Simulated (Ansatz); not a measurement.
Crystal: Se.

```
Se
1.0
     4.36620    0.00000    0.00000
    -2.18310    3.78124    0.00000
     0.00000    0.00000    4.95360
Se
3
Direct
  0.77460 0.77460 0.00000
  0.00000 0.22540 0.66667
  0.22540 0.00000 0.33333
```

Base run:

| Item | Value |
| --- | --- |
| Program | Ansatz 0.2.0 |
| Functional | B3LYP5 |
| Potentials or basis | Ansatz PAW |
| Cutoff | 420 eV |
| Density cutoff | 1680 eV |
| k mesh | 5 × 5 × 4 |
| Occupations | methfessel-paxton, width 0.15 eV |
| Spin | no spin polarisation |

Its results: band gap on the k mesh 2.41 eV, indirect (least direct gap 2.48 eV); largest force 0.145 eV/Å.

The run is repeated on the same cell with these changes: functional from B3LYP5 to r2SCAN0; cutoff from 420 eV to 500 eV; density cutoff from 1680 eV to 2000 eV; occupations from methfessel-paxton, width 0.15 eV to methfessel-paxton, width 0.1 eV. What comes out?

Band gap on the k mesh 2.82 eV, indirect (least direct gap 2.92 eV); largest force 0.372 eV/Å.

Caveats: odd divisions of the mesh miss points on the zone boundary, where band edges often lie, so the gap on the mesh can be too wide; the PAW data sets come from PBE, with cores solved anew for the run's functional, which leaves a small shift of forces and pressure; the potentials were made for another functional, which shifts forces and pressure (some runs).

A k mesh can miss the band edges.

Not every run made on this cell is shown here.
